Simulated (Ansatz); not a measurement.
# Is the response still linear at 0.3 V/Å? 2H-MoSSe 5 layers, 2H (AA')

The dipole of a slab grows in proportion to a weak field along its normal. Does the weak-field slope carry to a strong field?

**Method.** Ansatz 0.2.0, plane waves with PAW datasets (its set soft_2), PBE-D3(BJ); atoms held at their relaxed places, 18 Å of vacuum, dipole correction, cell area 8.94 Å², 18×18 k-points, smearing 0.02585 eV. Without field the slab has no gap over 0.05 eV.

| run | field (V/Å) | dipole (e·Å) |
| --- | --- | --- |
| run 1 | −0.10 | −0.25410 |
| run 2 | 0.00 | −0.10613 |
| run 3 | 0.10 | 0.04212 |
| run 4 | 0.30 | ? |

**Question.** What value belongs in the row marked “?”, and how far can the other rows tell?

A least-squares line through the 3 rows shown has slope 1.481100 and intercept −0.106037; no row lies more than 0.00009 e·Å off it. A perfect conductor with that slope would be 180.95 × 1.48110 / 8.94 = 29.98 Å thick. At 0.30 it gives 1.481100 × 0.30 + (−0.106037) = 0.33829 e·Å, beyond the rows fitted. Rounding and scatter of the rows alone allow about ±0.00028 e·Å there.

The run itself gives 0.33900 e·Å: a miss of +0.00071 e·Å. That is under 1 % of the induced dipole, so the response is still linear.

Caveats: Ions are held, so this is the electronic response. Of the series that stay linear within 1 %, this collection keeps about one in seven, and it keeps all that bend. With a small gap or none the response hangs on mesh and smearing, which were not varied here.
